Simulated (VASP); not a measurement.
The system is Te.

```
Te
1.0
     5.22326    0.00000    0.00000
     0.00000    5.22326    0.00000
     0.00000    0.00000    5.22326
Te
4
Direct
  0.87500 0.12500 0.62500
  0.37500 0.37500 0.37500
  0.12500 0.62500 0.87500
  0.62500 0.87500 0.12500
```

The cell was built by a generator and needn't be a form met in nature.

Base run:

| Quantity | Value |
| --- | --- |
| Program | VASP 6.6.1 |
| Functional | HSE(alpha, omega) |
| Potentials or basis | VASP PAW PBE potentials, release 64 (Te) |
| Cutoff | 520 eV |
| k mesh | 3 × 3 × 3 |
| Occupations | fermi-dirac, width 0.05 eV |
| Spin | no spin polarisation |

Its results: band gap on the k mesh 0.60 eV, indirect (least direct gap 1.18 eV); pressure -4.6 GPa.

After a change of settings the same cell gave: band gap on the k mesh 0.22 eV, indirect (least direct gap 0.80 eV); pressure -0.3 GPa. Which change was it?
A. share of exact exchange from 0.5 to 0.3
B. share of exact exchange from 0.5 to 0.4
C. share of exact exchange from 0.5 to 0.15
D. share of exact exchange from 0.5 to 0.05

D.

Caveats: the PAW data sets were made with another functional, which shifts forces and pressure a little; spin-orbit coupling is left out, which moves the levels of the heavy elements; an odd mesh through Γ misses points on the zone boundary, where band edges often lie.
